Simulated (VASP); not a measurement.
Crystal: Sb.

```
Sb
1.0
    -4.03001    4.03001    2.02549
     4.03001   -4.03001    2.02549
     4.03001    4.03001   -2.02549
Sb
4
Cartesian
  1.2192 5.2492 0.0000
  2.8108 1.2192 0.0000
  2.8108 -1.2192 2.0255
  1.2192 2.8108 2.0255
```

This isn't the form of Sb at room conditions, which is rhombohedral.

```yaml
Program: VASP 6.6.1
Task: single point
Functional: PBEsol
Potentials_or_basis: VASP PAW PBE potentials, release 64 (Sb)
Cutoff: 520 eV
k_mesh: 7 × 7 × 7
Occupations: fermi-dirac, width 0.05 eV
Spin: no spin polarisation
```

On this cell: pressure -0.7 GPa; largest force 0.053 eV/Å; band gap on the k mesh none (metal or under the smearing width).

The same run follows on a disturbed copy (atoms moved at random, drawn with an rms of 0.05 Å):

```xyz
4
Lattice="-4.0300 4.0300 2.0255 4.0300 -4.0300 2.0255 4.0300 4.0300 -2.0255" Properties=species:S:1:pos:R:3 pbc="T T T"
Sb    1.2483    5.2666   -0.0250
Sb    2.8076    1.1880   -0.0101
Sb    2.8137   -1.2378    2.0302
Sb    1.1925    2.8254    2.0251
```

Task: What changes?

Result: The energy (extrapolated to zero smearing) moves by +1.9 meV/atom; pressure -0.6 GPa; largest force 0.232 eV/Å; band gap on the k mesh none (metal or under the smearing width).

Forces in eV/Å, atoms in the order of the input:
```
Sb  -0.183 -0.135  0.049
Sb   0.034  0.062  0.000
Sb   0.047  0.098 -0.039
Sb   0.102 -0.024 -0.010
```

Stress tensor (GPa, compression positive):
```
-0.70  0.33 -0.12
 0.33 -0.70 -0.20
-0.12 -0.20 -0.48
```

Caveats: the PAW data sets were made with another functional, which shifts forces and pressure a little.
